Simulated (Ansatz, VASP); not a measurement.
## Two plane-wave programs on NiO2

```xyz
12
Lattice="0.0000 3.9175 3.9175 3.9175 0.0000 3.9175 3.9175 3.9175 0.0000" Properties=species:S:1:pos:R:3 pbc="T T T"
Ni    4.8969    4.8969    4.8969
Ni    2.9382    2.9382    4.8969
Ni    2.9382    4.8969    2.9382
Ni    4.8969    2.9382    2.9382
O     6.7499    5.0027    5.0027
O     6.7499    6.7499    6.7499
O     3.0439    4.7912    4.7912
O     4.7912    4.7912    3.0439
O     3.0439    3.0439    3.0439
O     4.7912    3.0439    4.7912
O     5.0027    5.0027    6.7499
O     5.0027    6.7499    5.0027
```

The cell comes from a database or a generator and needn't be the stable form of this composition.

Alike in both runs: task single point; functional r2SCAN; k mesh 6 × 6 × 6; occupations gaussian, width 0.05 eV; no spin polarisation.

|  | VASP | Ansatz |
| --- | --- | --- |
| version | VASP 6.6.1 | Ansatz 0.2.0 |
| potentials or method | VASP PAW PBE potentials, release 64 (Ni, O) | scalar-relativistic, plane waves, PAW |
| plane-wave cutoff (eV) | 520 | 500 |
| valence electrons in the cell | 88 | 120 |

|  | VASP | Ansatz | Ansatz less VASP |
| --- | --- | --- | --- |
| gap on the k mesh at the Fermi level (eV) | 1.56 | 1.63 | +0.078 |
| least direct gap on the mesh (eV) | 1.59 | 1.68 | +0.087 |
| pressure (GPa) | 1.5 | 0.0 | -1.53 |
| rms of the force components (eV/Å) | 0.063 | 0.001 | -0.0622 |

Atom by atom the forces differ by 0.063 eV/Å (rms over components). With one functional, cell and mesh, what is left measures potentials, basis and numerics. The two sets of potentials don't hold the same shells in valence.

Caveats: the PAW data sets were made with another functional, which shifts forces and pressure a little (VASP). r2SCAN opens gaps a little over a GGA but as a rule still falls short of measured ones. A k mesh can miss the band edges.
